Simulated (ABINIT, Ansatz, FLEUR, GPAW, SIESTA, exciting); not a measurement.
## Al: programs and potentials compared

```
Al
1.0
     0.04789    1.96914    2.02685
     2.04326   -0.00835    2.08310
     2.04058    2.02271   -0.00568
Al
1
Direct
  0.00598 0.98688 0.02117
```

The given cell was strained at random by a few per cent at fixed volume.

Alike in all runs: task single point; functional PBEsol; k mesh 11 × 11 × 11; occupations fermi-dirac, width 0.05 eV; no spin polarisation; no spin-orbit coupling. Pressure is positive in compression and, in plane waves, holds the error of the finite cutoff, which Ansatz's Pulay term estimates and takes out.

```csv
program and potentials,plane-wave cutoff (eV),notes,pressure (GPa),energy over the undisturbed cell (meV/atom)
"Ansatz, Ansatz PAW",420,"potentials made for PBE, which Ansatz adapts in part; Pulay term of +0.06 GPa included",-1.73,4.67
"Ansatz, all-electron LAPW, scalar-relativistic",-,-,-1.72,-
"FLEUR, all-electron, FLAPW",-,-,-,?
"GPAW, PAW data sets generated for this functional",600,-,-1.58,4.70
"SIESTA, files PseudoDojo sr-pbesol-0.4.1-standard, DZP (energy shift 0.003 Ry)",-,atomic basis,-1.71,5.37
"exciting, all-electron LAPW+lo, shipped species files, valence relativity iora*",-,-,-,4.74
"ABINIT, PseudoDojo NC SR PBEsol v0.4.1 standard",544,-,-1.87,4.72
```

Question: Estimate from the other rows what the run with FLEUR, all-electron, FLAPW gave.

Answer: Energy over the undisturbed cell 4.66 meV/atom. The other rows, which needn't bracket it: pressure -1.87 to -1.58; energy over the undisturbed cell 4.67 to 5.37.
